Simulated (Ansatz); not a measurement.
# Al (hcp): energy against volume

All numbers below come from Ansatz, DFT, RPBE, plane waves (420 eV) with PAW, scalar-relativistic. The PAW files were generated under PBE, with cores re-solved for the functional.

The cell is scaled uniformly from the relaxed one, with fractional coordinates and shape fixed. Energies are extrapolated to zero smearing, pressures are those at the given smearing. Magnetic state: spin not included.

A Birch-Murnaghan fit gives V₀ = 16.93 Å³/atom, B₀ = 73 GPa, B₀′ = 4.5.

Question: What are the energy above the minimum and the pressure at 15.575 Å³/atom?

Answer: 28.6 meV/atom and 7.39 GPa as computed.

Question: What are the energy above the minimum and the pressure at 16.252 Å³/atom?

Answer: 6.6 meV/atom and 3.33 GPa as computed.

Question: What are the energy above the minimum and the pressure at 18.284 Å³/atom?

Answer: 21.5 meV/atom and -4.65 GPa as computed.
